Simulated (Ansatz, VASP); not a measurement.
**Sn: VASP beside Ansatz**

The input INCAR:

```
ALGO = Normal
EDIFF = 1E-6
ENCUT = 520
ISIF = 2
ISMEAR = -1
LASPH = T
LCHARG = F
LREAL = F
LWAVE = F
NBANDS = 13
NELM = 60
PREC = Accurate
SIGMA = 0.08
```

File KPOINTS:

```
k-points
0
Gamma
  14 14 14
```

Contents of POSCAR:

```
Sn
1.0
   -1.8533429692      1.8533429692      1.8533429692
    1.8533429692     -1.8533429692      1.8533429692
    1.8533429692      1.8533429692     -1.8533429692
Sn
1
Direct
    0.0000000000      0.0000000000      0.0000000000
```

Input for Ansatz:

```yaml
crystal:
  lattice:
    - [-1.8533429692, 1.8533429692, 1.8533429692]
    - [1.8533429692, -1.8533429692, 1.8533429692]
    - [1.8533429692, 1.8533429692, -1.8533429692]
  atoms:
    - { symbol: Sn, position: [0.0, 0.0, 0.0] }
kpoints:
  mp_grid: { grid: [14, 14, 14] }
  band_path:
    path:
      - [0.0, 0.0, 0.0]
      - [0.5, -0.5, 0.5]
      - [0.0, 0.0, 0.5]
      - [0.0, 0.0, 0.0]
      - [0.25, 0.25, 0.25]
      - [0.5, -0.5, 0.5]
      - [0.25, 0.25, 0.25]
      - [0.0, 0.0, 0.5]
    npoints: 8
scf:
  occupations: { method: fermi_dirac, width: 0.08 }
hamiltonian:
  xc: lda
  pseudopotentials: { kind: paw }
output:
  forces: true
  stress: true
  eigenvalues: true
  populations: true
  dos: { projected: true, de: 0.2, e_range: [-14, 8] }
  write_density: true
  write_potential: true
  elf: true
  volumetric_format: npy
```

Change from the starting cell: volume scaled by 1, PAW files.

Alike in both runs: task single point; functional LDA; k mesh 14 × 14 × 14; occupations fermi-dirac, width 0.08 eV; no spin polarisation.

|  | VASP | Ansatz |
| --- | --- | --- |
| version | VASP 6.6.1 | Ansatz 0.2.0 |
| potentials or method | VASP PAW LDA potentials, release 64 (Sn_d) | PAW with Ansatz's default frozen-core files, scalar-relativistic |
| plane-wave cutoff (eV) | 520 | 420 |
| valence electrons in the cell | 14 | 14 |

|  | VASP | Ansatz | Ansatz less VASP |
| --- | --- | --- | --- |
| pressure (GPa) | 0.0 | 0.0 | +0.02 |
